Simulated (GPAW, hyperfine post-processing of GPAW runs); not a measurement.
# RbMnCuS2: isotropic lines and sites in a paramagnetic 87Rb spectrum

Calculated values: DFT, revPBE+U, plane-wave PAW, GPAW setups, collinear spin, scalar-relativistic (GPAW), contact and point-dipole shifts scaled to 320 K with Θ = 0 K (a pure Curie law); spin-only moments, above the ordering temperature.

```xyz
10
Lattice="0.0000 -8.0053 0.0000 4.0027 0.0000 0.0000 -2.0013 2.0013 6.8613" Properties=species:S:1:pos:R:3 pbc="T T T"
Rb    0.0000    0.0000    0.0000
Rb    0.0000   -4.0027    0.0000
Cu    0.0000   -2.0013    3.4306
Cu    0.0000   -6.0040    3.4306
Mn    2.0013    0.0000    3.4307
Mn    2.0013   -4.0027    3.4307
S     0.0000    0.0000    4.8749
S     0.0000   -4.0027    4.8749
S     2.0013   -2.0013    1.9864
S     2.0013   -6.0040    1.9864
```

87Rb MAS at 7.05 T (98.6 MHz), 20 kHz, 320 K; contact and dipolar shift alone, no orbital or quadrupolar part; lines under 1.5 % of the strongest are left out. Lines of the NMR spectrum (strongest = 100):

```csv
position (ppm),intensity
7190.3,3.1
7393.2,12
7596.1,53
7799.0,100
8001.9,68
8204.8,45
8407.8,13
8610.7,36
8813.6,42
9016.5,11
9219.4,30
9422.3,27
9625.2,27
9828.1,16
10031.0,7.7
10233.9,2.9
```

Q: Find the isotropic shifts among the lines and assign them to the Rb sites.

Sidebands are spaced by 203 ppm (the spinning rate over the resonance of 98.6 MHz). An isotropic line need not be the tallest: it is the area-weighted centre of its own family of sidebands, and the one that stays put when the rate is changed. Isotropic shifts: 8408 ppm for atom 1 and the 1 atom equivalent to it (12 Mn through links of 82° (8) and 144° (8)), reduced anisotropy 1658 ppm.

[Logs are printed without paths, hosts, clocks, repeated set-up lines and the standing remarks that a program may print on its own settings, such as how far it seeks lower states.]

[Hosts, paths, dates, database ids (printed as entryN), source tags and the programs' standing remarks are cut or masked in the printed files.]
